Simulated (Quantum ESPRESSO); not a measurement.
Here is a Quantum ESPRESSO 7.5 calculation.

pw.in

```
&CONTROL
  calculation = 'scf'
  prefix = 'pwscf'
  outdir = './tmp'
  pseudo_dir = './pseudo'
  tprnfor = .true.
  tstress = .true.
  disk_io = 'nowf'
/
&SYSTEM
  ibrav = 0
  nat = 3
  ntyp = 2
  ecutwfc = 104
  nbnd = 46
  input_dft = 'pw91'
  occupations = 'tetrahedra'
  noncolin = .true.
  lspinorb = .true.
  starting_magnetization(1) = 0.0556
  angle1(1) = 90
  angle2(1) = 0
  starting_magnetization(2) = 0
/
&ELECTRONS
  conv_thr = 1d-07
  electron_maxstep = 120
  mixing_beta = 0.3
/
ATOMIC_SPECIES
Ni    58.6934 Ni.upf
Si    28.0850 Si.upf
CELL_PARAMETERS angstrom
   0.0000000000    2.7385698685    2.7385698685
   2.7385698685    0.0000000000    2.7385698685
   2.7385698685    2.7385698685    0.0000000000
ATOMIC_POSITIONS crystal
Ni     0.0000000000    0.0000000000    0.0000000000
Si     0.7500000000    0.7500000000    0.7500000000
Si     0.2500000000    0.2500000000    0.2500000000
K_POINTS automatic
6 6 6 0 0 0
```

Potentials or basis: PseudoDojo 0.4 FR PBE stringent.

Command:

```sh
$ OMP_NUM_THREADS=1 pw.x -in pw.in > pw.out
```

Question: Predict the absolute moment.

Answer: 0.00 μB per cell.

Question: What does it give for the pressure?

Answer: -2.0 GPa.

Moments on the atoms (μB; x, y, z):
```
Ni  0.00 0.00 0.00
Si  0.00 0.00 0.00
Si  0.00 0.00 0.00
```

Caveat: the k mesh is coarse; the potentials were made for another functional, which shifts forces and pressure.
